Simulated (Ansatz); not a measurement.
## A film clamped to a substrate in LiCl

Level of theory: Ansatz, DFT r2SCAN, scalar-relativistic, plane waves, PAW. Cutoff 500 eV, Γ-centred 8×8×8 k-points, Gaussian smearing of 0.05 eV. No spin polarisation. Energies are free energies at this smearing, counted from the undisturbed cell; pressure is positive in compression.

Zero of the scan (as given, not relaxed at this level; it stands at -0.3 GPa):

```yaml
crystal:
  lattice:
    - [0.00000, 2.56476, 2.56476]
    - [2.56476, 0.00000, 2.56476]
    - [2.56476, 2.56476, 0.00000]
  atoms:
    - { symbol: Li, position: [0.00000, 0.00000, 0.00000] }
    - { symbol: Cl, position: [0.50000, 0.50000, 0.50000] }
```

The cell (2 atoms, V0 = 33.74 Å³) is strained by p along both x and y and by q along z, fractional coordinates fixed. τp = (1/V0) ∂E/∂p = (σxx + σyy)(1 + p)(1 + q) and τq = (1/V0) ∂E/∂q = σzz(1 + p)², with tension positive.

```csv
p,q,ΔE (meV/atom),τp (GPa),τq (GPa)
0.000,0.000,0.00,0.68,0.34
-0.025,0.000,3.95,-3.90,-0.75
0.025,0.000,6.51,4.10,1.40
0.000,-0.025,1.21,-0.44,-1.35
0.000,0.025,2.60,1.71,1.57
```

Question: Get the second derivatives of the energy density.

Answer: Central differences give A = ∂τp/∂p = 160 GPa (C11 + C22 + 2 C12), C = ∂τq/∂q = 58 GPa (C33) and the cross term B = ∂τq/∂p = 43 GPa (C13 + C23); ∂τp/∂q = 43 GPa must equal B, and any difference shows higher-order terms. The ions are clamped. In a cubic crystal C11 = C = 58, C12 = B/2 = 21.5 GPa and A should be 2(C11 + C12) = 160 GPa; the bulk modulus is (C11 + 2 C12)/3 = 34 GPa.

Question: A film of this crystal grows with z along the normal on a substrate that imposes p. How does its thickness respond, and what does the misfit cost?

Answer: Count p and q from the stress-free cell. A free surface needs τq = 0, so q = −(B/C) p = -0.74 p. The energy density left is (A − B²/C) p²/2 = M p², with the biaxial modulus M = 64 GPa; a misfit of 1 % costs 0.68 meV/atom, against 0.84 meV/atom if the thickness were held.

At p = -0.050 the energies along q are 41.9 (q = -0.050), 29.0 (q = -0.025), 21.8 (q = 0.000), 18.9 (q = 0.025), 19.1 (q = 0.050) meV/atom.

Question: Does the linear rule hold at this misfit?

Answer: A parabola through the lowest point and its neighbours has its minimum at q = 0.036, 18.6 meV/atom. With the stress left in the starting cell, τp0 and τq0, linear elasticity gives q = −(τq0 + Bp)/C = 0.031 and E = V0(τp0 p + τq0 q + Ap²/2 + Bpq + Cq²/2)/N = 14.5 meV/atom. The energies differ by more than a tenth, so the quadratic law fails here: the gap holds the anharmonic part, with some error from the wide steps. Cubic terms also shift the vertex of so wide a parabola.